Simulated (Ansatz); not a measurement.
Wanted: the native input for an Ansatz 0.2.0 run.

| Quantity | Value |
| --- | --- |
| Task | single point |
| Functional | PBE |
| Potentials or basis | all-electron LAPW, scalar-relativistic |
| Cutoff | 188 eV (chosen from the basis error) |
| Basis error allowed | 0.001 eV/atom |
| k mesh | 8 × 8 × 8 |
| Occupations | fermi-dirac, width 0.05 eV |
| Spin | no spin polarisation |

Sb:

```
Sb
1.0
     3.18307   -0.00916   -0.07927
    -0.00916    3.13721   -0.05653
    -0.07927   -0.05653    3.16292
Sb
1
Direct
  0.00350 0.00307 0.97826
```

The cell isn't the ideal one: cell strained at random at fixed volume.

One way to write it, as run:

input.yaml

```yaml
crystal:
  lattice:
    - [3.183066, -0.009157, -0.079267]
    - [-0.009157, 3.137208, -0.056534]
    - [-0.079267, -0.056534, 3.16292]
  atoms:
    - { symbol: Sb, position: [0.003503, 0.003065, -0.021741] }
kpoints:
  mp_grid: { grid: [8, 8, 8] }
scf:
  occupations: { method: fermi_dirac, width: 0.05 }
hamiltonian:
  xc: pbe
  pseudopotentials: { kind: all_electron, lapw: { basis_error: 0.001 } }
output:
  forces: true
  stress: true
  eigenvalues: true
  populations: true
```

Potentials or basis: all-electron LAPW, scalar-relativistic.

Launch:

```bash
$ ansatz run input.yaml --threads 1 --pin off --max-ram 2560MiB --backend cpu --events-out ev --progress --plain --runs-dir out
```

It gave:

The pressure is -2.3 GPa and the band gap on the k mesh is none (metal or under the smearing width).

It took 13 s on 1 thread of Intel(R) Xeon(R) Platinum 8488C (Sapphire Rapids) (shared host), peak memory 0.43 GiB.
